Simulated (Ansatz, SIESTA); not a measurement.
# In: programs and potentials compared

```
In
1.0
    -1.62547    1.62547    2.47370
     1.62547   -1.62547    2.47370
     1.62547    1.62547   -2.47370
In
1
Cartesian
  0.0000 0.0000 0.0000
```

Alike in all runs: task band structure; functional LDA; k mesh 11 × 11 × 11; occupations fermi-dirac, width 0.05 eV; no spin polarisation; no spin-orbit coupling. LDA stands for any of its common fits. Pressure is positive in compression and, in plane waves, holds the error of the finite cutoff, which Ansatz's Pulay term estimates and takes out.

| program and potentials | plane-wave cutoff (eV) | notes | pressure (GPa) |
| --- | --- | --- | --- |
| Ansatz, Ansatz PAW | 420 | potentials made for PBE, which Ansatz adapts in part; Pulay term of +0.02 GPa included | -2.53 |
| Ansatz, all-electron LAPW, scalar-relativistic | - | - | ? |
| SIESTA, files PseudoDojo sr-lda-0.4.1-standard, DZP (energy shift 0.003 Ry; two zetas on semicore shells) | - | atomic basis | -2.22 |

Question: Estimate from the other rows what the run with Ansatz, all-electron LAPW, scalar-relativistic gave.

Answer: Pressure -2.52 GPa. The other rows, which needn't bracket it: pressure -2.53 to -2.22.
